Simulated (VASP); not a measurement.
Crystal: Cl.

```xyz
4
Lattice="3.1450 -2.2500 0.0000 3.1450 2.2500 0.0000 0.0000 0.0000 8.2100" Properties=species:S:1:pos:R:3 pbc="T T T"
Cl    3.1450    0.5850    3.2840
Cl    3.1450    1.6650    7.3890
Cl    3.1450   -0.5850    4.9260
Cl    3.1450   -1.6650    0.8210
```

Base run:

```yaml
Program: VASP 6.6.1
Functional: HSE03
Potentials_or_basis: VASP PAW PBE potentials, release 64 (Cl)
Cutoff: 520 eV
k_mesh: 6 × 6 × 2
Occupations: gaussian, width 0.02 eV
Spin: no spin polarisation
```

Its results: band gap on the k mesh 3.87 eV, indirect (least direct gap 3.95 eV); pressure -0.8 GPa; largest force 0.797 eV/Å.

Problem. The run is repeated on the same cell with these changes: functional from HSE03 to PBE0. What comes out?

Solution. Band gap on the k mesh 4.93 eV, indirect (least direct gap 5.02 eV); pressure -1.0 GPa; largest force 0.856 eV/Å.

Caveats: the PAW data sets were made with another functional, which shifts forces and pressure a little.
